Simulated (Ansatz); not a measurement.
System: wurtzite BeO. Method: LDA in Ansatz (PAW).

Settings: plane-wave cutoff 520 eV, 18×18×8 k mesh (along the axes of the cell as run), Fermi–Dirac smearing 0.01 eV, scalar-relativistic PAW data made under PBE.

Cell (relaxed at this level):

```
BeO
1.0
    1.33229    -2.30759     0.00000
    1.33229     2.30759     0.00000
    0.00000     0.00000     4.32920
Be O
2 2
Direct
  0.66667   0.33333   0.50023
  0.33333   0.66667   0.00023
  0.66667   0.33333   0.87777
  0.33333   0.66667   0.37777
```

Problem. Estimate the bulk modulus B0, band gap, width of the whole s-p valence band and pressure derivative B′ of the bulk modulus that the calculation returns.

Solution. 
* **bulk modulus B0**: 232 GPa
* **band gap**: 7.94 eV (direct)
* **width of the whole s-p valence band**: 18.69 eV
* **pressure derivative B′ of the bulk modulus**: 3.7

Measured, for comparison: band gap 11.29 eV (zero-point renormalisation of 699 meV (computed, non-adiabatic AHC, without the lattice-expansion part) added back here; inputs from Miglio et al. (2020), arXiv:2011.12765); bulk modulus 212 GPa (room temperature, no zero-point or thermal correction, K' fixed at 4, our sources range from 212 to 224; as tabulated in High-pressure and high-temperature crystal chemistry of beryllium oxide (Scilit …). Computed (rounded) less measured: band gap -3.35 eV, bulk modulus +9 % (+4 % to +9 % over the range). A static lattice is as a rule a little smaller and stiffer than an uncorrected measurement, which narrows the difference in the bulk modulus and would widen misses of the other sign.

Note: the bulk modulus comes from volumes at which shape and atoms were relaxed.

Computed values are for the static lattice.

Cost on a shared machine: roughly 100 core-seconds.

Ansatz is a program for electronic structure.
